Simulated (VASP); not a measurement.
# N (Fm-3m) in VASP: further runs, part 2 of 2

VASP 6.6.1. Earlier steps stand in the parts before.

**3. Single point, PBE (functional PBE, strained and moved within the space group)**

INCAR

```
SYSTEM = N
ALGO = Normal ; EDIFF = 1E-6
ENCUT = 520 ; GGA = PE
ISIF = 2 ; ISMEAR = 0
LASPH = .TRUE. ; LCHARG = .FALSE.
LREAL = .FALSE. ; LWAVE = .FALSE.
NBANDS = 8 ; NELM = 100
PREC = Accurate ; SIGMA = 0.1
```

KPOINTS

```
k-points
0
G
  22 22 22
  0 0 0
```

POSCAR

```
N
1.0
    0.0000000000      1.5432582495      1.5432582495
    1.5432582495      0.0000000000      1.5432582495
    1.5432582495      1.5432582495      0.0000000000
N
1
Direct
    0.0000000000      0.0000000000      0.0000000000
```

Potentials or basis: VASP PAW PBE potentials, release 64 (N).

Started as:

```bash
$ cat potpaw_PBE.64/N/POTCAR > POTCAR
$ mpirun -np 1 vasp_std > vasp.out
```

OUTCAR:

```text
SYSTEM = N
   EDIFF = 1E-6
   ENCUT = 520
   GGA = PE
   ISIF = 2
   ISMEAR = 0
   LASPH = .TRUE.
   LREAL = .FALSE.
   NELM = 100
   PREC = Accurate

 ion  position               nearest neighbor table
   1  0.000  0.000  0.000-

  LATTYP: Found a face centered cubic cell.
 ALAT       =     3.0865164990

  Lattice vectors:

 A1 = (   0.0000000000,   1.5432582495,   1.5432582495)
 A2 = (   1.5432582495,   0.0000000000,   1.5432582495)
 A3 = (   1.5432582495,   1.5432582495,   0.0000000000)

Analysis of symmetry for initial positions (statically):
=====================================================================
 Subroutine PRICEL returns:
 Original cell was already a primitive cell.

 Routine SETGRP: Setting up the symmetry group for a
 face centered cubic supercell.

 Subroutine GETGRP returns: Found 48 space group operations
 (whereof 48 operations were pure point group operations)
 out of a pool of 48 trial point group operations.

The static configuration has the point symmetry O_h .

Analysis of symmetry for dynamics (positions and initial velocities):
=====================================================================
 Subroutine PRICEL returns:
 Original cell was already a primitive cell.

 Routine SETGRP: Setting up the symmetry group for a
 face centered cubic supercell.

 Subroutine GETGRP returns: Found 48 space group operations
 (whereof 48 operations were pure point group operations)
 out of a pool of 48 trial point group operations.

The dynamic configuration has the point symmetry O_h .

 Subroutine INISYM returns: Found 48 space group operations
 (whereof 48 operations are pure point group operations),
 and found     1 'primitive' translations

----------------------------------------------------------------------------------------

                                     Primitive cell

  volume of cell :       7.3510

  direct lattice vectors                    reciprocal lattice vectors
     0.000000000  1.543258250  1.543258250    -0.323989844  0.323989844  0.323989844
     1.543258250  0.000000000  1.543258250     0.323989844 -0.323989844  0.323989844
     1.543258250  1.543258250  0.000000000     0.323989844  0.323989844 -0.323989844

  length of vectors
     2.182496747  2.182496747  2.182496747     0.561166871  0.561166871  0.561166871

  position of ions in fractional coordinates (direct lattice)
     0.000000000  0.000000000  0.000000000

  ion indices of the primitive-cell ions
   primitive index   ion index
                 1           1

----------------------------------------------------------------------------------------

 KPOINTS: k-points

Automatic generation of k-mesh.
 Grid dimensions read from file:
 generate k-points for:   22   22   22

 Generating k-lattice:

  Cartesian coordinates                     Fractional coordinates (reciprocal lattice)
    -0.014726811  0.014726811  0.014726811     0.045454545  0.000000000  0.000000000
     0.014726811 -0.014726811  0.014726811     0.000000000  0.045454545  0.000000000
     0.014726811  0.014726811 -0.014726811     0.000000000  0.000000000  0.045454545

  Length of vectors
     0.025507585  0.025507585  0.025507585

  Shift w.r.t. Gamma in fractional coordinates (k-lattice)
     0.000000000  0.000000000  0.000000000

 Subroutine IBZKPT returns following result:
 ===========================================

 Found    328 irreducible k-points:

 Following reciprocal coordinates:
            Coordinates               Weight
  0.000000  0.000000  0.000000      1.000000
  0.045455  0.000000  0.000000      8.000000
  0.090909  0.000000  0.000000      8.000000
  0.136364  0.000000  0.000000      8.000000
  0.181818  0.000000  0.000000      8.000000
  0.227273  0.000000  0.000000      8.000000
[... 16 lines left out ...]
  0.500000  0.045455  0.000000     24.000000
 -0.454545  0.045455  0.000000     24.000000
 [... further k-points ...]
   k-points           NKPTS =    328   k-points in BZ     NKDIM =    328   number of bands    NBANDS=      8
   number of dos      NEDOS =    301   number of ions     NIONS =      1
   total plane-waves  NPLWV =   4096
   dimension x,y,z NGX =    16 NGY =   16 NGZ =   16
   dimension x,y,z NGXF=    32 NGYF=   32 NGZF=   32
   ions per type =               1
   NGX,Y,Z   is equivalent  to a cutoff of  12.19, 12.19, 12.19 a.u.
   NGXF,Y,Z  is equivalent  to a cutoff of  24.38, 24.38, 24.38 a.u.
 SYSTEM =  N
   PREC   = accura    normal or accurate (medium, high low for compatibility)
   ISTART =      0    job   : 0-new  1-cont  2-samecut
   ICHARG =      2    charge: 1-file 2-atom 10-const
   ISPIN  =      1    spin polarized calculation?
   LNONCOLLINEAR =      F non collinear calculations
   LSORBIT =      F    spin-orbit coupling
   LASPH  =      T    aspherical Exc in radial PAW
   ENCUT  =  520.0 eV  38.22 Ry    6.18 a.u.   4.06  4.06  4.06*2*pi/ulx,y,z
   NELM   =    100;   NELMIN=  2; NELMDL= -5     # of ELM steps
   EDIFF  = 0.1E-05   stopping-criterion for ELM
   LREAL  =      F    real-space projection
   EDIFFG = 0.1E-04   stopping-criterion for IOM
   NSW    =      0    number of steps for IOM
   IBRION =     -1    ionic relax: 0-MD 1-quasi-New 2-CG
   NFREE  =      0    steps in history (QN), initial steepest desc. (CG)
   ISIF   =      2    stress and relaxation
   ISYM   =      2    0-nonsym 1-usesym 2-fastsym
   POTIM  = 0.5000    time-step for ionic-motion
   TEBEG  =    0.0;   TEEND  =   0.0 temperature during run
   PSTRESS=    0.0 pullay stress
   NELECT =       5.0000    total number of electrons
   NUPDOWN=      -1.0000    fix difference up-down
   EMIN   =  10.00;   EMAX   =-10.00  energy-range for DOS
   EFERMI =   0.00;   METHOD = LEGACY
   ISMEAR =     0;   SIGMA  =   0.10  broadening in eV -4-tet -1-fermi 0-gaus
   EFERMI_NEDOS =   21; number of points for ismear=-14 and -15
   IALGO  =     38    algorithm
   IMIX   =      4    mixing-type and parameters
     AMIX     =   0.40;   BMIX     =  1.00
     AMIX_MAG =   1.60;   BMIX_MAG =  1.00
  volume/ion in A,a.u.               =       7.35        49.61
  Fermi-wavevector in a.u.,A,eV,Ry     =   1.439736  2.720707 28.202701  2.072840
  Thomas-Fermi vector in A             =   2.558558
   LORBIT       =      0    0 simple, 1 ext, 2 COOP (PROOUT), +10 PAW based schemes
   GGA     = PE    functional components
   LHFCALC =     F    Hartree Fock is set to
   AEXX    =    0.0000 exact exchange contribution
   IVDW    =     0    specifies the selected vdW correction
   LEPSILON=     F    determine dielectric tensor
   LRPA    =     F    only Hartree local field effects (RPA)
 non-spin polarized calculation
 Gauss-broadening in eV      SIGMA  =   0.10
  energy-cutoff  :      520.00
  volume of cell :        7.35
 maximum number of plane-waves:       210
   NGX =  9   NGY =  9   NGZ =  9

 number of electron       4.9999999 magnetization

 Free energy of the ion-electron system (eV)
  ---------------------------------------------------
  ext. energy  EPLUGINS =         0.00000000
  ---------------------------------------------------
  free energy    TOTEN  =        -3.83555848 eV

  energy without entropy =       -3.83238838  energy(sigma->0) =       -3.83397343

 E-fermi :   5.7632     XC(G=0): -12.7564

 val. band max:        5.7404501439   @ k =  -0.2273   0.2273   0.0909
 cond. band min:       5.7655967015   @ k =  -0.4545   0.5000   0.0455
 fundamental gap:      0.0251465576
 Fermi energy:         5.7631682129

 k-point     1 :       0.0000    0.0000    0.0000
  band No.  band energies     occupation
      1     -14.6601      2.00000
      2       9.9244      0.00000
      3       9.9244      0.00000
      4       9.9244      0.00000
      5      29.8543      0.00000
      6      38.0013      0.00000
      7      38.0013      0.00000
      8      38.0013      0.00000
[... 243 lines left out ...]
 k-point    24 :      -0.4545    0.0455    0.0000
  band No.  band energies     occupation
      1      -7.8020      2.00000
      2      -2.3268      2.00000
      3       8.4851      0.00000
      4       8.7038      0.00000
      5      28.5100      0.00000
      6      32.2366      0.00000
      7      35.6820      0.00000
      8      35.7856      0.00000

 [... further k-points ...]

------------------------ aborting loop because EDIFF is reached ----------------------------------------

  FORCE on cell =-STRESS in cart. coord.  units (eV):
  Direction    XX          YY          ZZ          XY          YZ          ZX
  --------------------------------------------------------------------------------------
  -------------------------------------------------------------------------------------
  Total        0.2844473      0.2844473      0.2844473     -0.0000000      0.0000000      0.0000000
  in kB       61.9964107     61.9964107     61.9964107     -0.0000000      0.0000000      0.0000000
  external PRESSURE =      61.9964107 kB  Pullay stress =       0.0000000 kB

 VOLUME and BASIS-vectors are now :
 -----------------------------------------------------------------------------
  energy-cutoff  :      520.00
  volume of cell :        7.35
      direct lattice vectors                 reciprocal lattice vectors
     0.000000000  1.543258250  1.543258250    -0.323989844  0.323989844  0.323989844
     1.543258250  0.000000000  1.543258250     0.323989844 -0.323989844  0.323989844
     1.543258250  1.543258250  0.000000000     0.323989844  0.323989844 -0.323989844

 POSITION                                       TOTAL-FORCE (eV/Angst)
 -----------------------------------------------------------------------------------
      0.00000      0.00000      0.00000         0.000000     -0.000000     -0.000000
 -----------------------------------------------------------------------------------
    total drift:                               -0.000000      0.000000     -0.000000

  FREE ENERGIE OF THE ION-ELECTRON SYSTEM (eV)
  ---------------------------------------------------
  free  energy   TOTEN  =        -3.8355584845 eV

  energy  without entropy=       -3.8323883766  energy(sigma->0) =       -3.83397343
```

stdout:

```text
POSCAR found type information on POSCAR N
 POSCAR found :  1 types and       1 ions
 scaLAPACK will be used
 LDA part: xc-table for (Slater+PW92), standard interpolation
 POSCAR, INCAR and KPOINTS ok, starting setup
 FFT: planning ... GRIDC
 FFT: planning ... GRID_SOFT
 FFT: planning ... GRID
 WAVECAR not read
 entering main loop
```

It took 6.8 s on 1 thread of Intel Xeon Platinum 8259CL at 2.50GHz (Skylake/Cascade Lake), shared host; peak memory 0.12 GiB.

Results:

```
Free energy            : -3.8356 eV
Pressure               : 6.2 GPa
Band gap on the k mesh : none (metal or under the smearing width)
```
